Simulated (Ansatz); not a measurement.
The parent structure is InN in the wurtzite structure (space group P6_3mc, No. 186; a = 3.537 Å, c = 5.714 Å). Axes: x lies along a and z along c of the hexagonal cell.

The values are results of DFT with PBEsol, PAW potentials and a 420 eV plane-wave cutoff in Ansatz (an electronic-structure program), spin-orbit coupling left out, earlier PAW set, not measurements.

For the base:

- Pressure = 0.0 GPa
- Shortest interatomic distance = 2.156 Å
- Band gap = zero

Now apply this change: uniaxial strain ε_yy = +2.87 %, all other strain components held at zero; the atoms relax in the strained cell.

### Question
What does the calculation give for the energy relative to the base after the change?

### Answer
The energy rises by 8.3 meV/atom.

### Question
Predict the new largest internal atomic displacement.

### Answer
The largest internal atomic displacement is 0.019 Å.

### Question
What happens to the pressure?

### Answer
The pressure (mean of the normal stresses, compression positive) goes from zero to -3.7 GPa.

### Question
Predict the new shortest interatomic distance.

### Answer
The shortest interatomic distance grows by 0.021 Å to 2.177 Å.

### Question
What happens to the band gap?

### Answer
The band gap stays zero.

No phonon test of stability was made. The final runs are not spin-polarised. Gaps under 0.05 eV, about the width of the smearing, are given as zero. A zero or small gap of InN can be the functional's error rather than a property of the material.
